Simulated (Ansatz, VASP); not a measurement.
## Two plane-wave programs on CdSe

Contents of INCAR:

```
  PREC = Accurate
  ENCUT = 520
  EDIFF = 1E-6
  ISMEAR = 0
  SIGMA = 0.1
  LREAL = False
  LASPH = True
  NELM = 100
  ALGO = Normal
  ISIF = 2
  LWAVE = False
  LCHARG = True
  GGA = PE
  LELF = True
  LVHAR = True
  NBANDS = 26
```

File KPOINTS:

```
Automatic mesh
0
Gamma
  6 6 4
```

The input POSCAR:

```
CdSe
1.0
    4.2984999142      0.0000000000      0.0000000000
   -2.1492499571      3.7226101239      0.0000000000
    0.0000000000      0.0000000000      7.0152000000
Cd Se
2 2
Direct
    0.6666666667      0.3333333333      0.0000000000
    0.3333333333      0.6666666667      0.5000000000
    0.6666666667      0.3333333333      0.3750000000
    0.3333333333      0.6666666667      0.8750000000
```

Input for Ansatz:

```yaml
crystal:
  lattice:
    - [4.2984999142, 0.0, 0.0]
    - [-2.1492499571, 3.7226101239, 0.0]
    - [0.0, 0.0, 7.0152]
  atoms:
    - { symbol: Cd, position: [0.6666666667, 0.3333333333, 0.0] }
    - { symbol: Cd, position: [0.3333333333, 0.6666666667, 0.5] }
    - { symbol: Se, position: [0.6666666667, 0.3333333333, 0.375] }
    - { symbol: Se, position: [0.3333333333, 0.6666666667, 0.875] }
basis:
  ecutwfc: 420
kpoints:
  mp_grid: { grid: [6, 6, 4] }
hamiltonian:
  xc: pbe
scf:
  occupations: { method: gaussian, width: 0.1 }
output:
  forces: true
  stress: true
  eigenvalues: true
```

Alike in both runs: task single point; functional PBE; k mesh 6 × 6 × 4; occupations gaussian, width 0.1 eV; no spin polarisation.

```csv
,VASP,Ansatz
version,VASP 6.6.1,Ansatz 0.2.0
potentials or method,"VASP PAW PBE potentials, release 64 (Cd, Se)","scalar-relativistic, plane waves, PAW"
plane-wave cutoff (eV),520,420
valence electrons in the cell,36,72
```

|  | VASP | Ansatz | Ansatz less VASP |
| --- | --- | --- | --- |
| gap on the k mesh at the Fermi level (eV) | 0.67 | 0.67 | 0.000 |
| least direct gap on the mesh (eV) | 0.67 | 0.67 | 0.000 |
| pressure (GPa) | 3.3 | 3.0 | -0.32 |
| largest component of the traceless stress (GPa) | 0.12 | 0.12 | -0.007 |
| rms of the force components (eV/Å) | 0.012 | 0.012 | +0.0002 |

Atom by atom the forces differ by 0.000 eV/Å (rms over components). The functional is the same, so the differences come from potentials, cutoffs and numerics. The two sets of potentials don't hold the same shells in valence.

As with any semilocal functional, this PBE gap is likely too small.
